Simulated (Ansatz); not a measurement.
# Gd (P6_3/mmc) in Ansatz: a series of runs

The runs below take Gd through single point, equation of state, with r2SCAN.

Program: Ansatz 0.2.0. These are calculated values, not measurements. Logs are shortened: lines on timing, memory, paths and dates and some standing lists are left out, and cuts for length are marked.

### Step 1. Starting point

Symmetry: P6_3/mmc, No. 194, hexagonal system. The conventional cell has a = 3.636 Å, b = 3.636 Å, c = 5.783 Å, α = 90.00°, β = 90.00°, γ = 120.00°. Gd (site symmetry -6m2) is surrounded by 12 Gd at 3.57 to 3.64 Å.

### Step 2. Single point, r2SCAN, collinear spin, ferromagnetic start, 31.12 Å³/atom (volume scaled by 0.94)

The input, input.yaml:

```yaml
crystal:
  lattice:
    - [3.5617750913, 0.0, 0.0]
    - [-1.7808875456, 3.0845877117, 0.0]
    - [0.0, 0.0, 5.6645546323]
  atoms:
    - { symbol: Gd, position: [0.6666666667, 0.3333333333, 0.75], spin: 7.0 }
    - { symbol: Gd, position: [0.3333333333, 0.6666666667, 0.25], spin: 7.0 }
hamiltonian:
  xc: r2scan
  pseudopotentials: { kind: paw }
magnetization:
  spin_polarized: true
kpoints:
  mp_grid: { grid: [8, 8, 5] }
scf:
  occupations: { method: fermi_dirac, width: 0.05 }
output:
  forces: true
  stress: true
  eigenvalues: true
```

Potentials or basis: Ansatz PAW.

Launch:

```sh
> ansatz run input.yaml --threads 2 --pin off --max-ram 5632MiB --backend cpu --events-out ev --progress --plain --runs-dir out
```

The program printed:

```text
Warning: RAYON_NUM_THREADS=2 ignored (pool sized by the plan → 2); use --threads N
Engine: ansatz 0.2.0, x86_64-unknown-linux-gnu
Pseudopotentials: kind: paw
Pseudopotential: Gd, paw, valence charge 18, recommended cutoff 500 eV (meta_gga), Gd.paw.azcp
Functional definition: r2SCAN
  parameter k0 = 0.174
  parameter k1 = 0.065
  parameter a1 = 4.9479
  exchange = r2scan_x(k0 = k0, k1 = k1, a1 = a1)
  correlation = r2scan_c
Crystal: 2 atoms, lattice volume = 62.234 Å³
Basis set: ecut = 500 eV, 1581 PW (Γ), exchange–correlation on 108×108×180 points (64 copies of the dense FFT grid, shifted against one another)
Bands: 30, of which v1, the nominal top of the filled ones, is band 18 counted from 1 (17 counted from 0)
Symmetry: 24 space group operations
Space group: P63/mmc (ITA 194), of the structure as read, at distance tolerance 4.0e-5 Å
Magnetic group: BNS 194.263 (UNI 1493), of the structure as read, at distance tolerance 4.0e-5 Å
k-points: 30 of 320
Non-local potential: Gd, projectors of the file, l = 0: 3, l = 1: 2, l = 2: 2, l = 3: 3
PAW form: soft (Blöchl's): semilocal exchange-correlation on the pseudo side does not see the compensation charge
PAW frozen core: Gd, regenerated for the run's functional (the file was generated under x = pbe(κ = 0.804, μ = 0.2195149727645171), c = pbe(β = 0.06672455060314922))
PAW one-centre angular grid: Gd, 2702 points (default); XC on 224 Gauss nodes
Initial density: superposition of atomic densities (chi_scale 0.1, normalization cell)
Starting moments: Σ|m| = 14 μB on 2 of 2 sites
Initial wavefunctions: pseudopotential atomic-orbital guess
Functional: x = r2scan, c = r2scan; τ floored in thin density (d = 2e-4 eV/Å³)
iter 1 solved again at ethr=2.04e-3 eV; its pass at ethr=3.10e-3 eV (dr2=7.33e-1 eV) is discarded
SCF iter   1: F=—  HF=-18690.840657 eV  |F-HF|=—  |Δ(HF+E_count)|=         —  Δρ=4.90e-2 (↑1.77e-2 ↓4.90e-2)  dr2=6.57e-1  dr2_τ=3.54e-2  dr2_m=5.94e-1  M=14.813 μB ∫|m|=14.813 μB  β_m=1.00  ethr=2.04e-3  ⟨swp⟩=2.2  Hψ=9539  notcnv=0
Mixer restart at iter 1: flushing history
preconditioner: auto → Kerker (q_TF=auto, 2.490 Å⁻¹)  [metal: Δε(μ)=0.005 eV  Ē_g=12.299 eV  σ=0.050 eV  W_gap=0.03  n_scr=22 (ndim 8)  ℏωp=26.6 eV  f_vac=0.000  D(μ)=4.81/eV (n_scr^D=54)]
spin=Collinear: Kerker preconditioning applied to the charge; magnetization (m = ρ↑ − ρ↓) channel mixes plain (no charge-response kernel on spin).
SCF iter   2: F=—  HF=-18691.372764 eV  |F-HF|=—  |Δ(HF+E_count)|=   5.32e-1  Δρ=2.06e-2 (↑1.43e-2 ↓2.06e-2)  dr2=6.26e-1  dr2_τ=6.03e-3  dr2_m=2.05e-2  M=15.186 μB ∫|m|=15.186 μB  β_m=1.00  ethr=1.83e-3  ⟨swp⟩=3.0  Hψ=4417  notcnv=0  defer=20  κ⁻¹=1.0e0(r=1)
[... 13 lines left out ...]
SCF iter  16: F=—  HF=-18692.420855 eV  |F-HF|=—  |Δ(HF+E_count)|=   1.31e-7  Δρ=2.76e-6 (↑2.76e-6 ↓2.18e-6)  dr2=4.85e-9  dr2_τ=2.40e-10  dr2_m=6.19e-10  M=15.851 μB ∫|m|=15.911 μB  β_m=1.00  ethr=9.92e-11  ⟨swp⟩=3.0  Hψ=3016  notcnv=0  defer=33  κ⁻¹=7.4e-6(r=8)
SCF iter  17: F=—  HF=-18692.420855 eV  |F-HF|=—  |Δ(HF+E_count)|=   1.24e-7  Δρ=1.09e-6 (↑1.09e-6 ↓9.82e-7)  dr2=8.96e-10  dr2_τ=4.17e-11  dr2_m=1.15e-10  M=15.851 μB ∫|m|=15.911 μB  β_m=1.00  ethr=1.35e-11  ⟨swp⟩=3.0  Hψ=3092  notcnv=0  defer=33  κ⁻¹=1.1e-6(r=8)
SCF iter  18: F=-18692.420855 eV  HF=-18692.420855 eV  |F-HF|=6.73e-9  |Δ(HF+E_count)|=   8.67e-8  Δρ=1.09e-6 (↑7.10e-7 ↓1.09e-6)  dr2=1.28e-9  dr2_τ=9.43e-12  dr2_m=6.40e-11  M=15.851 μB ∫|m|=15.911 μB  ethr=2.49e-12  ⟨swp⟩=3.5  Hψ=5632  notcnv=0
SCF 1 converged in 18 iterations: F = -18692.420855 eV  dr2 = 1.28e-9
this state was not tested for a lower state beside it, because the mixer in use, unlike msr1, does not test its closes by its own steps (another_mixer; see scf.mixing.algorithm and scf.lower_state_search)
SCF converged after 18 iterations
Magnetization: 15.8508 μB (25.9254 up, 10.0746 down)
Absolute magnetization: 15.9106 μB (∫|ρ↑−ρ↓|, with the PAW one-centre terms)
Spin contamination: 0.0673 ħ² per cell (⟨S²⟩ above its minimum at these occupations)
Per-site moments (μB) at R_I (Å): [(7.563418132393276, 1.4437819426255347), (7.563418132393276, 1.4437819426255347)]
Free energy (F): -18692.420855 eV
Harris-Foulkes:  -18692.420855 eV  (|F-HF|=6.73e-9)
Internal energy: -18692.413305 eV  (E = F + TS)
E sigma→0 (E₀):  -18692.417080 eV
Entropy (-TS):   -0.007551 eV (-3.775 meV/atom)
Fermi energy:    13.295093 eV
--- Per-component energies (eV) ---
  E_band       = -58.986853
  E_kinetic    = 809.867849
  E_local      = -4088.175008  (includes V_loc(G=0)·N_el)
  E_nonlocal   = 567.193316
  E_hartree    = 1689.067861
  E_xc         = -452.551393
  E_vxc        = -568.022480  (∫ρ·V_xc dr)
  E_paw        = -12934.920882  (= ΣΔE_a)
  E_vpaw       = -188.759465  (= ΣTr[D̂ρ^β])
  E_aug_tail   = 0.000000  (compensation charges beyond the density's cutoff)
  E_vtau       = 30.770219  (kinetic-family band-sum trace: ∫τ·v_τ [+ j·A + Jᵃ·Aᵃ] dr)
  E_ewald      = -4283.573698
  E_core_change = 0.678650  (= ΣΔE_core)
  E_smearing   = -0.007551  (= −TS)
  E_closure    = 0.000000  (closes the sum)
  Σ components = -18692.420855   (vs F -18692.420855, Δ=0.00e0)
--- Forces (eV/Å), atoms counted from 1 ---
  atom   1  Gd    -0.00000000    -0.00000000     0.00000000
  atom   2  Gd     0.00000000     0.00000000     0.00000000
  max |Σ_I F_I| component: 0.00e0 eV/Å
--- Stress (GPa, compression-positive) ---
        3.321079      -0.000000       0.000000
       -0.000000       3.321079       0.000000
        0.000000       0.000000       4.279857
  P = ⅓ Tr σ = 3.6407 GPa (36.407 kbar)
--- Band table (eV; the first three rows and the last of 60) ---
  k-point 0 ↑: bands = ["-33.8826", "-33.7858", "-11.1231", "-10.3366", "-10.3366", "-10.2078", "-10.2078", "-10.2038", "7.4302", "7.6098", "7.6357", "7.7044", "7.7044", "7.7071", "7.7071", "7.7181", "7.7274", "7.7300", "7.7300", "7.7738", "7.7738", "7.8088", "7.8146", "10.1550", "14.1801", "14.4709", "14.4709", "14.6837", "15.1680", "15.1680"]
  k-point 1 ↑: bands = ["-33.8734", "-33.7951", "-11.0417", "-10.3244", "-10.3244", "-10.2989", "-10.2203", "-10.2203", "7.5623", "7.6252", "7.6329", "7.6816", "7.6816", "7.7101", "7.7101", "7.7230", "7.7401", "7.7401", "7.7868", "7.7868", "7.8093", "7.8141", "7.8902", "10.0977", "13.7208", "14.3358", "14.3358", "14.3566", "14.9356", "14.9356"]
  k-point 2 ↑: bands = ["-33.8494", "-33.8195", "-10.8229", "-10.5397", "-10.2924", "-10.2924", "-10.2526", "-10.2526", "7.5894", "7.6049", "7.6742", "7.6742", "7.6800", "7.6850", "7.6850", "7.7075", "7.7734", "7.7734", "7.7915", "7.7915", "7.8108", "7.8126", "8.6807", "9.6308", "13.3004", "13.6793", "14.2903", "14.2903", "14.5274", "14.5274"]
  k-point 29 ↓: bands = ["-29.9119", "-29.9068", "-8.1685", "-8.1315", "-7.9106", "-7.8103", "-7.5127", "-7.4774", "12.5717", "12.8153", "13.7358", "13.8084", "14.6700", "14.6721", "14.7768", "14.7954", "14.8127", "14.8322", "14.9476", "14.9519", "15.0528", "15.0568", "15.0819", "15.0845", "15.2146", "15.2451", "15.6627", "15.8001", "17.0226", "17.7820"]
```

Run time: 9.7 s. Hardware: 2 threads of Intel Xeon Platinum 8488C (Sapphire Rapids), shared host; peak memory 0.62 GiB.

Results:

* Free energy: -18692.4209 eV
* Pressure: 3.6 GPa
* Band gap on the k mesh: none (metal or under the smearing width)
* Net moment: 15.85 μB per cell
* Absolute moment: 15.91 μB per cell
* Site moments: Gd +7.56 μB

Caveat: the magnetic or orbital state may not be the lowest; spin-orbit coupling is left out, which moves the levels of the heavy elements; the PAW data sets come from PBE, with cores solved anew for the run's functional, which leaves a small shift of forces and pressure.

### Step 3. Single point, r2SCAN, collinear spin, ferromagnetic start, 31.78 Å³/atom (volume scaled by 0.96)

input.yaml, as its differences from that of step 2:

```diff
@@ -2,5 +2,5 @@
   lattice:
-    - [3.5617750913, 0.0, 0.0]
-    - [-1.7808875456, 3.0845877117, 0.0]
-    - [0.0, 0.0, 5.6645546323]
+    - [3.5868588409, 0.0, 0.0]
+    - [-1.7934294205, 3.1063108761, 0.0]
+    - [0.0, 0.0, 5.7044471764]
   atoms:
```

Potentials or basis: Ansatz PAW.

Launch:

```sh
> ansatz run input.yaml --threads 2 --pin off --max-ram 5632MiB --backend cpu --events-out ev --progress --plain --runs-dir out
```

Wall time 9.9 s (2 threads of Intel Xeon Platinum 8488C (Sapphire Rapids), shared host); peak memory 0.62 GiB.

The run converged. Its results:

```yaml
Free_energy: -18692.4468 eV
Pressure: 2.7 GPa
Band_gap_on_the_k_mesh: none (metal or under the smearing width)
Net_moment: 15.86 μB per cell
Absolute_moment: 15.92 μB per cell
Site_moments: Gd +7.57 μB
```

Caveat: the magnetic or orbital state may not be the lowest; spin-orbit coupling is left out, which moves the levels of the heavy elements; the PAW data sets come from PBE, with cores solved anew for the run's functional, which leaves a small shift of forces and pressure.

### Step 4. Single point, r2SCAN, collinear spin, ferromagnetic start, 32.44 Å³/atom (volume scaled by 0.98)

input.yaml, as its differences from that of step 3:

```diff
@@ -2,5 +2,5 @@
   lattice:
-    - [3.5868588409, 0.0, 0.0]
-    - [-1.7934294205, 3.1063108761, 0.0]
-    - [0.0, 0.0, 5.7044471764]
+    - [3.6115965801, 0.0, 0.0]
+    - [-1.8057982901, 3.1277343867, 0.0]
+    - [0.0, 0.0, 5.7437894346]
   atoms:
@@ -21 +21,5 @@
   eigenvalues: true
+  write_density: true
+  write_potential: true
+  elf: true
+  volumetric_format: npy
```

Launch:

```sh
> ansatz run input.yaml --threads 2 --pin off --max-ram 5632MiB --backend cpu --events-out ev --progress --plain --runs-dir out
```

Wall time 11 s (2 threads of Intel Xeon Platinum 8488C (Sapphire Rapids), shared host); peak memory 0.64 GiB.

Results (log left out):

- Free energy: -18692.4649 eV
- Pressure: 1.7 GPa
- Band gap on the k mesh: none (metal or under the smearing width)
- Net moment: 15.87 μB per cell
- Absolute moment: 15.93 μB per cell
- Site moments: Gd +7.57 μB

Caveat: the magnetic or orbital state may not be the lowest; spin-orbit coupling is left out, which moves the levels of the heavy elements; the PAW data sets come from PBE, with cores solved anew for the run's functional, which leaves a small shift of forces and pressure.

### Step 5. Single point, r2SCAN, collinear spin, ferromagnetic start, 33.10 Å³/atom

input.yaml, as its differences from that of step 4:

```diff
@@ -2,5 +2,5 @@
   lattice:
-    - [3.6115965801, 0.0, 0.0]
-    - [-1.8057982901, 3.1277343867, 0.0]
-    - [0.0, 0.0, 5.7437894346]
+    - [3.636, 0.0, 0.0]
+    - [-1.818, 3.1488683682, 0.0]
+    - [0.0, 0.0, 5.7826]
   atoms:
@@ -21,5 +21 @@
   eigenvalues: true
-  write_density: true
-  write_potential: true
-  elf: true
-  volumetric_format: npy
```

Launch:

```sh
> ansatz run input.yaml --threads 2 --pin off --max-ram 5632MiB --backend cpu --events-out ev --progress --plain --runs-dir out
```

Run time: 10 s. Hardware: 2 threads of Intel Xeon Platinum 8488C (Sapphire Rapids), shared host; peak memory 0.63 GiB.

It converged, with:

| Property | Result |
| --- | --- |
| Free energy | -18692.4756 eV |
| Pressure | 0.9 GPa |
| Band gap on the k mesh | none (metal or under the smearing width) |
| Net moment | 15.88 μB per cell |
| Absolute moment | 15.94 μB per cell |
| Site moments | Gd +7.58 μB |

Caveat: the magnetic or orbital state may not be the lowest; spin-orbit coupling is left out, which moves the levels of the heavy elements; the PAW data sets come from PBE, with cores solved anew for the run's functional, which leaves a small shift of forces and pressure.

### Step 6. Single point, r2SCAN, collinear spin, ferromagnetic start, 33.77 Å³/atom (volume scaled by 1.02)

input.yaml, as its differences from that of step 5:

```diff
@@ -2,5 +2,5 @@
   lattice:
-    - [3.636, 0.0, 0.0]
-    - [-1.818, 3.1488683682, 0.0]
-    - [0.0, 0.0, 5.7826]
+    - [3.660080172, 0.0, 0.0]
+    - [-1.830040086, 3.1697224088, 0.0]
+    - [0.0, 0.0, 5.8208964803]
   atoms:
```

Potentials or basis: Ansatz PAW.

Launch:

```sh
> ansatz run input.yaml --threads 2 --pin off --max-ram 5632MiB --backend cpu --events-out ev --progress --plain --runs-dir out
```

Wall time 10 s (2 threads of Intel Xeon Platinum 8488C (Sapphire Rapids), shared host); peak memory 0.63 GiB.

Results (log left out):

```yaml
Free_energy: -18692.4795 eV
Pressure: 0.1 GPa
Band_gap_on_the_k_mesh: none (metal or under the smearing width)
Net_moment: 15.88 μB per cell
Absolute_moment: 15.95 μB per cell
Site_moments: Gd +7.58 μB
```

Caveat: the magnetic or orbital state may not be the lowest; spin-orbit coupling is left out, which moves the levels of the heavy elements; the PAW data sets come from PBE, with cores solved anew for the run's functional, which leaves a small shift of forces and pressure.

### Step 7. Single point, r2SCAN, collinear spin, ferromagnetic start, 34.43 Å³/atom (volume scaled by 1.04)

input.yaml, as its differences from that of step 6:

```diff
@@ -2,5 +2,5 @@
   lattice:
-    - [3.660080172, 0.0, 0.0]
-    - [-1.830040086, 3.1697224088, 0.0]
-    - [0.0, 0.0, 5.8208964803]
+    - [3.6838475923, 0.0, 0.0]
+    - [-1.8419237961, 3.1903055986, 0.0]
+    - [0.0, 0.0, 5.8586955685]
   atoms:
@@ -21 +21,5 @@
   eigenvalues: true
+  write_density: true
+  write_potential: true
+  elf: true
+  volumetric_format: npy
```

Launch:

```sh
> ansatz run input.yaml --threads 2 --pin off --max-ram 5632MiB --backend cpu --events-out ev --progress --plain --runs-dir out
```

Wall time 11 s (2 threads of Intel Xeon Platinum 8488C (Sapphire Rapids), shared host); peak memory 0.64 GiB.

The run converged. Its results:

| Property | Result |
| --- | --- |
| Free energy | -18692.4771 eV |
| Pressure | -0.7 GPa |
| Band gap on the k mesh | none (metal or under the smearing width) |
| Net moment | 15.88 μB per cell |
| Absolute moment | 15.96 μB per cell |
| Site moments | Gd +7.58 μB |

Caveat: the magnetic or orbital state may not be the lowest; spin-orbit coupling is left out, which moves the levels of the heavy elements; the PAW data sets come from PBE, with cores solved anew for the run's functional, which leaves a small shift of forces and pressure.

### Step 8. Single point, r2SCAN, collinear spin, ferromagnetic start, 35.09 Å³/atom (volume scaled by 1.06)

input.yaml, as its differences from that of step 7:

```diff
@@ -2,5 +2,5 @@
   lattice:
-    - [3.6838475923, 0.0, 0.0]
-    - [-1.8419237961, 3.1903055986, 0.0]
-    - [0.0, 0.0, 5.8586955685]
+    - [3.7073122223, 0.0, 0.0]
+    - [-1.8536561112, 3.2106265643, 0.0]
+    - [0.0, 0.0, 5.8960131069]
   atoms:
@@ -21,5 +21 @@
   eigenvalues: true
-  write_density: true
-  write_potential: true
-  elf: true
-  volumetric_format: npy
```

Launch:

```sh
> ansatz run input.yaml --threads 2 --pin off --max-ram 5632MiB --backend cpu --events-out ev --progress --plain --runs-dir out
```

It took 11 s on 2 threads of Intel Xeon Platinum 8488C (Sapphire Rapids), shared host; peak memory 0.66 GiB.

Results (log left out):

- Free energy: -18692.4689 eV
- Pressure: -1.3 GPa
- Band gap on the k mesh: none (metal or under the smearing width)
- Net moment: 15.89 μB per cell
- Absolute moment: 15.96 μB per cell
- Site moments: Gd +7.59 μB

Caveat: the magnetic or orbital state may not be the lowest; spin-orbit coupling is left out, which moves the levels of the heavy elements; the PAW data sets come from PBE, with cores solved anew for the run's functional, which leaves a small shift of forces and pressure.

### Step 9. Equation of state, r2SCAN, collinear spin, ferromagnetic start

Potentials or basis: Ansatz PAW.

No new run: the results of the series are fitted here.

Results:

- Equilibrium volume: 33.84 Å³/atom
- Bulk modulus at fixed shape and positions: 39 GPa
- Pressure derivative of the bulk modulus: 3.0

Energy against volume, from the lowest point:
```tsv
volume (Å³/atom)	energy (meV/atom)
31.117	29.33
31.779	16.34
32.441	7.30
33.103	1.95
33.765	0.00
34.427	1.21
35.090	5.29
```

Caveat: the magnetic or orbital state may not be the lowest; the cell was scaled at fixed shape and fractional positions, which overstates the stiffness of a crystal with free parameters, most of all of layers and chains; the PAW data sets were made with another functional, which shifts forces and pressure a little; spin-orbit coupling is left out, which moves the levels of the heavy elements. The state reached can hang on the start; a lower one may exist.
